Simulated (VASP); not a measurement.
# Na in VASP: notebook, part 2 of 2

VASP 6.6.1. Earlier steps stand in the parts before.

### Step 4. Work function, PBE

INCAR reads:

```
SYSTEM = Na
  PREC = Accurate
  ENCUT = 520
  EDIFF = 1E-7
  ISMEAR = -1
  SIGMA = 0.05
  LREAL = .FALSE.
  LASPH = .TRUE.
  NELM = 100
  ALGO = Normal
  ISIF = 2
  LWAVE = .FALSE.
  LCHARG = .FALSE.
  LDIPOL = .TRUE.
  IDIPOL = 3
  DIPOL = 0.5 0.5 0.500
  GGA = PE
  EFIELD = -0.1
  LVHAR = .TRUE.
  LVACPOTAV = .TRUE.
```

KPOINTS reads:

```
Automatic mesh
0
G
  8 8 1
  0 0 0
```

POSCAR reads:

```
Na
1.0
    3.7670009976      0.0000000000      0.0000000000
   -1.8835004988      3.2623185600      0.0000000000
    0.0000000000      0.0000000000     21.1540000000
Na
3
Direct
    0.3333333333      0.6666666666      0.3545428761
    0.6666666667      0.3333333334      0.5000000000
    0.3333333333      0.6666666666      0.6454571239
```

Potentials or basis: VASP PAW PBE potentials, release 64 (Na_pv).

Run with:

```console
> cat potpaw_PBE.64/Na_pv/POTCAR > POTCAR
> mpirun -np 1 vasp_std > vasp.out
```

OUTCAR:

```text
SYSTEM = Na
   PREC = Accurate
   ENCUT = 520
   EDIFF = 1E-7
   ISMEAR = -1
   LREAL = .FALSE.
   LASPH = .TRUE.
   NELM = 100
   ISIF = 2
   GGA = PE

 ion  position               nearest neighbor table
   1  0.333  0.667  0.355-
   2  0.667  0.333  0.500-
   3  0.333  0.667  0.645-

  LATTYP: Found a hexagonal cell.
 ALAT       =     3.7670009976
 C/A-ratio  =     5.6156077510

  Lattice vectors:

 A1 = (   3.7670009976,   0.0000000000,   0.0000000000)
 A2 = (  -1.8835004988,   3.2623185600,   0.0000000000)
 A3 = (   0.0000000000,   0.0000000000,  21.1540000000)

Analysis of symmetry for initial positions (statically):
=====================================================================
 Subroutine PRICEL returns:
 Original cell was already a primitive cell.

 Routine SETGRP: Setting up the symmetry group for a
 hexagonal supercell.

 Subroutine GETGRP returns: Found 12 space group operations
 (whereof 12 operations were pure point group operations)
 out of a pool of 24 trial point group operations.

The static configuration has the point symmetry D_3h.

Analysis of symmetry for dynamics (positions and initial velocities):
=====================================================================
 An external electric field (EFIELD) may reduce the allowed symmetry operations
 Subroutine PRICEL returns:
 Original cell was already a primitive cell.

 Routine SETGRP: Setting up the symmetry group for a
 hexagonal supercell.

 Subroutine GETGRP returns: Found  6 space group operations
 (whereof  6 operations were pure point group operations)
 out of a pool of 24 trial point group operations.

The dynamic configuration has the point symmetry C_3v.

 Subroutine INISYM returns: Found  6 space group operations
 (whereof  6 operations are pure point group operations),
 and found     1 'primitive' translations

----------------------------------------------------------------------------------------

[... 93 lines left out ...]
   EFERMI =   0.00;   METHOD = LEGACY
   ISMEAR =    -1;   SIGMA  =   0.05  broadening in eV -4-tet -1-fermi 0-gaus
   EFERMI_NEDOS =   21; number of points for ismear=-14 and -15
   IALGO  =     38    algorithm
   IMIX   =      4    mixing-type and parameters
     AMIX     =   0.40;   BMIX     =  1.00
     AMIX_MAG =   1.60;   BMIX_MAG =  1.00
  volume/ion in A,a.u.               =      86.65       584.78
  Fermi-wavevector in a.u.,A,eV,Ry     =   0.707690  1.337340  6.814140  0.500825
[... 9 lines left out ...]
  energy-cutoff  :      520.00
  volume of cell :      259.96
 maximum number of plane-waves:      7049
 NGX is ok and might be reduce to    28
   NGX = 13   NGY = 13   NGZ = 79

 dipolmoment           0.000000      0.000000      0.000000 electrons x Angstroem

 number of electron      21.0000014 magnetization

 dipolmoment           0.000000      0.000000     -0.072874 electrons x Angstroem

 Free energy of the ion-electron system (eV)
  ---------------------------------------------------
  ext. energy  EPLUGINS =         0.00000000
  ---------------------------------------------------
  free energy    TOTEN  =        -3.61156771 eV

  energy without entropy =       -3.58581152  energy(sigma->0) =       -3.59868961

 E-fermi :  -1.5034     XC(G=0):  -3.5006

 val. band max:       -1.5076786266   @ k =   0.3750   0.1250   0.0000
 cond. band min:      -1.3222207724   @ k =   0.2500   0.0000   0.0000
 fundamental gap:      0.1854578542
 Fermi energy:        -1.5033884745

 k-point     1 :       0.0000    0.0000    0.0000
  band No.  band energies     occupation
      1     -26.5513      2.00000
      2     -26.5404      2.00000
      3     -26.5219      2.00000
      4     -26.5219      2.00000
      5     -26.5112      2.00000
      6     -26.5112      2.00000
      7     -26.3710      2.00000
      8     -26.3626      2.00000
      9     -26.3625      2.00000
     10      -4.3845      2.00000
     11      -3.5506      2.00000
     12      -2.2045      2.00000
     13      -0.8109      0.00000
     14       0.5635      0.00000
[... 139 lines left out ...]
      1     -26.5475      2.00000
      2     -26.5420      2.00000
      3     -26.5366      2.00000
      4     -26.5354      2.00000
      5     -26.5314      2.00000
      6     -26.5248      2.00000
      7     -26.3826      2.00000
      8     -26.3761      2.00000
      9     -26.3678      2.00000
     10      -0.3130      0.00000
     11      -0.1618      0.00000
     12       0.3383      0.00000
     13       0.7977      0.00000
     14       1.2847      0.00000

------------------------ aborting loop because EDIFF is reached ----------------------------------------

  FORCE on cell =-STRESS in cart. coord.  units (eV):
  Direction    XX          YY          ZZ          XY          YZ          ZX
  --------------------------------------------------------------------------------------
  -------------------------------------------------------------------------------------
  Total       -0.1656992     -0.1656992     -0.2593324      0.0000000      0.0000000     -0.0000000
  in kB       -1.0212134     -1.0212134     -1.5982799      0.0000000      0.0000000     -0.0000000
  external PRESSURE =      -1.2135689 kB  Pullay stress =       0.0000000 kB

 VOLUME and BASIS-vectors are now :
[... 8 lines left out ...]
 POSITION                                       TOTAL-FORCE (eV/Angst)
 -----------------------------------------------------------------------------------
     -0.00000      2.17488      7.50000        -0.000000     -0.000000      0.039398
      1.88350      1.08744     10.57700         0.000000      0.000000      0.001587
     -0.00000      2.17488     13.65400         0.000000      0.000000     -0.040985
 -----------------------------------------------------------------------------------
    total drift:                                0.000000     -0.000000     -0.000033

  FREE ENERGIE OF THE ION-ELECTRON SYSTEM (eV)
  ---------------------------------------------------
  free  energy   TOTEN  =        -3.6115677090 eV

  energy  without entropy=       -3.5858115202  energy(sigma->0) =       -3.59868961
```

OSZICAR:

```text
N       E                     dE             d eps       ncg     rms          rms(c)
DAV:   1     0.131273261682E+03    0.13127E+03   -0.10347E+04   374   0.112E+03
DAV:   2     0.237590063317E+01   -0.12890E+03   -0.12795E+03   280   0.337E+02
DAV:   3    -0.372775612688E+01   -0.61037E+01   -0.60958E+01   340   0.954E+01
[... 14 lines left out ...]
DAV:  18    -0.361156521909E+01   -0.78204E-05   -0.17459E-06   218   0.496E-03    0.423E-04
DAV:  19    -0.361156692697E+01   -0.17079E-05   -0.30906E-07   224   0.195E-03    0.272E-04
DAV:  20    -0.361156741054E+01   -0.48357E-06   -0.93133E-08   212   0.119E-03    0.193E-04
DAV:  21    -0.361156763986E+01   -0.22932E-06   -0.67784E-08   206   0.697E-04    0.110E-04
DAV:  22    -0.361156770903E+01   -0.69173E-07   -0.24755E-08   206   0.554E-04
   1 F= -.36115677E+01 E0= -.35986896E+01  d E =-.257562E-01
```

stdout:

```text
POSCAR found type information on POSCAR Na
 POSCAR found :  1 types and       3 ions
 scaLAPACK will be used
 LDA part: xc-table for (Slater+PW92), standard interpolation
 POSCAR, INCAR and KPOINTS ok, starting setup
 FFT: planning ... GRIDC
[... 27 lines left out ...]
|           W    W  A    A  R    R  N    N  II  N    N   GGGG   !!!           |
|                                                                             |
|     Did not find any points to average over, which means that no vacuum     |
|     field-free region was found. Please increase the size of  your cell     |
|     in the dimension of the dipole correction to obtain accurate            |
|     workfunction values.                                                    |
|                                                                             |
 -----------------------------------------------------------------------------
```

Run time: 23 s. Hardware: 1 thread of Intel Xeon 6975P-C (Granite Rapids), shared host; peak memory 0.34 GiB.

Results:

| Property | Result |
| --- | --- |
| Free energy | -3.6116 eV |
| Largest force | 0.041 eV/Å |
| Band gap on the k mesh | none (metal or under the smearing width) |

Forces in eV/Å, atoms in the order of the input:
```
Na   0.000  0.000  0.039
Na   0.000  0.000  0.002
Na   0.000  0.000 -0.041
```

### Step 5. Work function, PBE

INCAR: that of step 4 with these lines changed.

```diff
@@ -17,3 +17,3 @@
   GGA = PE
-  EFIELD = -0.1
+  EFIELD = 0
   LVHAR = .TRUE.
```

KPOINTS is that of step 4.

POSCAR is that of step 4.

Potentials or basis: VASP PAW PBE potentials, release 64 (Na_pv).

Run with:

```console
> cat potpaw_PBE.64/Na_pv/POTCAR > POTCAR
> mpirun -np 1 vasp_std > vasp.out
```

OUTCAR:

```text
SYSTEM = Na
   PREC = Accurate
   ENCUT = 520
   EDIFF = 1E-7
   ISMEAR = -1
   LREAL = .FALSE.
   LASPH = .TRUE.
   NELM = 100
   ISIF = 2
   GGA = PE

 ion  position               nearest neighbor table
   1  0.333  0.667  0.355-
   2  0.667  0.333  0.500-
   3  0.333  0.667  0.645-

  LATTYP: Found a hexagonal cell.
 ALAT       =     3.7670009976
 C/A-ratio  =     5.6156077510

  Lattice vectors:

 A1 = (   3.7670009976,   0.0000000000,   0.0000000000)
 A2 = (  -1.8835004988,   3.2623185600,   0.0000000000)
 A3 = (   0.0000000000,   0.0000000000,  21.1540000000)

Analysis of symmetry for initial positions (statically):
=====================================================================
 Subroutine PRICEL returns:
 Original cell was already a primitive cell.

 Routine SETGRP: Setting up the symmetry group for a
 hexagonal supercell.

 Subroutine GETGRP returns: Found 12 space group operations
 (whereof 12 operations were pure point group operations)
 out of a pool of 24 trial point group operations.

The static configuration has the point symmetry D_3h.

Analysis of symmetry for dynamics (positions and initial velocities):
[... 154 lines left out ...]
 Fermi energy:        -1.5013628674

 k-point     1 :       0.0000    0.0000    0.0000
  band No.  band energies     occupation
      1     -26.5441      2.00000
      2     -26.5434      2.00000
      3     -26.5144      2.00000
      4     -26.5144      2.00000
      5     -26.5144      2.00000
      6     -26.5144      2.00000
      7     -26.3690      2.00000
      8     -26.3605      2.00000
      9     -26.3605      2.00000
     10      -4.3825      2.00000
     11      -3.5487      2.00000
     12      -2.2024      2.00000
     13      -0.8071      0.00000
     14       0.5917      0.00000
[... 139 lines left out ...]
      1     -26.5400      2.00000
      2     -26.5398      2.00000
      3     -26.5346      2.00000
      4     -26.5345      2.00000
      5     -26.5280      2.00000
      6     -26.5279      2.00000
      7     -26.3805      2.00000
      8     -26.3740      2.00000
      9     -26.3658      2.00000
     10      -0.3110      0.00000
     11      -0.1598      0.00000
     12       0.3402      0.00000
     13       0.7996      0.00000
     14       1.2866      0.00000

------------------------ aborting loop because EDIFF is reached ----------------------------------------

  FORCE on cell =-STRESS in cart. coord.  units (eV):
  Direction    XX          YY          ZZ          XY          YZ          ZX
  --------------------------------------------------------------------------------------
  -------------------------------------------------------------------------------------
  Total       -0.1663857     -0.1663857     -0.2547465      0.0000000      0.0000000      0.0000000
  in kB       -1.0254443     -1.0254443     -1.5700165      0.0000000      0.0000000      0.0000000
  external PRESSURE =      -1.2069684 kB  Pullay stress =       0.0000000 kB

 VOLUME and BASIS-vectors are now :
[... 8 lines left out ...]
 POSITION                                       TOTAL-FORCE (eV/Angst)
 -----------------------------------------------------------------------------------
     -0.00000      2.17488      7.50000         0.000000      0.000000      0.040505
      1.88350      1.08744     10.57700        -0.000000      0.000000      0.000000
     -0.00000      2.17488     13.65400         0.000000      0.000000     -0.040505
 -----------------------------------------------------------------------------------
    total drift:                                0.000000     -0.000000     -0.000000

  FREE ENERGIE OF THE ION-ELECTRON SYSTEM (eV)
  ---------------------------------------------------
  free  energy   TOTEN  =        -3.6079253321 eV

  energy  without entropy=       -3.5821719598  energy(sigma->0) =       -3.59504865

 vacuum level on the upper side and lower side of the slab         1.453         1.453
```

Run time: 21 s. Hardware: 1 thread of Intel Xeon 6975P-C (Granite Rapids), shared host; peak memory 0.34 GiB.

What came out:

```
Free energy                     : -3.6079 eV
Largest force                   : 0.041 eV/Å
Band gap on the k mesh          : none (metal or under the smearing width)
Work function of the upper face : 2.95 eV
Work function of the lower face : 2.95 eV
```

Forces in eV/Å, atoms in the order of the input:
```
Na   0.000  0.000  0.041
Na   0.000  0.000  0.000
Na   0.000  0.000 -0.041
```

Levels at points of the mesh, in eV from the Fermi level:
| k point | band 9 | band 10 | band 11 | band 12 | band 13 | band 14 |
| --- | --- | --- | --- | --- | --- | --- |
| (0.00, 0.00, 0.00) | -24.86 | -2.88 | -2.05 | -0.70 | 0.69 | 2.09 |
| (0.50, 0.00, 0.00) | -24.86 | 0.57 | 0.70 | 1.23 | 1.71 | 2.71 |
